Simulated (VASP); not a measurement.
Wanted: the native input for a VASP 6.6.1 run.

* Task: relaxation of the atoms
* Functional: PBEsol
* Potentials or basis: VASP PAW PBE potentials, release 64 (Cu)
* Cutoff: 350 eV
* k mesh: 5 × 5 × 5
* Occupations: fermi-dirac, width 0.05 eV
* Spin: no spin polarisation
* Further INCAR settings: ALGO = Normal; EDIFF = 1e-07; IBRION = 2; EDIFFG = -0.005; NSW = 60

The structure of Cu (a cell with a defect) lies in POSCAR:

```
Cu
1.0
    7.2700000000      0.0000000000      0.0000000000
    0.0000000000      7.2700000000      0.0000000000
    0.0000000000      0.0000000000      7.2700000000
Cu
31
Direct
    0.0000000000      0.0000000000      0.5000000000
    0.0000000000      0.5000000000      0.0000000000
    0.0000000000      0.5000000000      0.5000000000
    0.5000000000      0.0000000000      0.0000000000
    0.5000000000      0.0000000000      0.5000000000
    0.5000000000      0.5000000000      0.0000000000
    0.5000000000      0.5000000000      0.5000000000
    0.0000000000      0.2500000000      0.2500000000
    0.0000000000      0.2500000000      0.7500000000
    0.0000000000      0.7500000000      0.2500000000
    0.0000000000      0.7500000000      0.7500000000
    0.5000000000      0.2500000000      0.2500000000
    0.5000000000      0.2500000000      0.7500000000
    0.5000000000      0.7500000000      0.2500000000
    0.5000000000      0.7500000000      0.7500000000
    0.2500000000      0.0000000000      0.2500000000
    0.2500000000      0.0000000000      0.7500000000
    0.2500000000      0.5000000000      0.2500000000
    0.2500000000      0.5000000000      0.7500000000
    0.7500000000      0.0000000000      0.2500000000
    0.7500000000      0.0000000000      0.7500000000
    0.7500000000      0.5000000000      0.2500000000
    0.7500000000      0.5000000000      0.7500000000
    0.2500000000      0.2500000000      0.0000000000
    0.2500000000      0.2500000000      0.5000000000
    0.2500000000      0.7500000000      0.0000000000
    0.2500000000      0.7500000000      0.5000000000
    0.7500000000      0.2500000000      0.0000000000
    0.7500000000      0.2500000000      0.5000000000
    0.7500000000      0.7500000000      0.0000000000
    0.7500000000      0.7500000000      0.5000000000
```

The cell was built by a generator and needn't be a form met in nature.

One way to write it, as run:

INCAR

```
SYSTEM = Cu
PREC = Accurate
ENCUT = 350
EDIFF = 1E-7
ISMEAR = -1
SIGMA = 0.05
LREAL = .False.
LASPH = .True.
NELM = 80
ALGO = Normal
ISIF = 2
LWAVE = .False.
LCHARG = .False.
GGA = PS
IBRION = 2
NSW = 60
EDIFFG = -0.005
```

KPOINTS

```
Automatic mesh
0
Gamma
  5 5 5
  0 0 0
```

Potentials or basis: VASP PAW PBE potentials, release 64 (Cu).

Run with:

```bash
$ cat potpaw_PBE.64/Cu/POTCAR > POTCAR
$ mpirun -np 1 vasp_std > vasp.out
```

Results of the run:

```
Energy gained by relaxing    : 0.3 meV/atom
Ionic steps                  : 5
Pressure after relaxing      : -8.8 GPa
Largest force after relaxing : 0.003 eV/Å
Band gap on the k mesh       : none (metal or under the smearing width)
```

Caveat: the cutoff is under 1.25 times the usual one of these potentials, so pressure, stress and relaxed cells hold a basis-set (Pulay) error; the PAW data sets were made with another functional, which shifts forces and pressure a little.

Run time: 64 min on 1 thread of AMD EPYC 7R13 Processor (Zen 3) (shared host), peak memory 0.48 GiB.
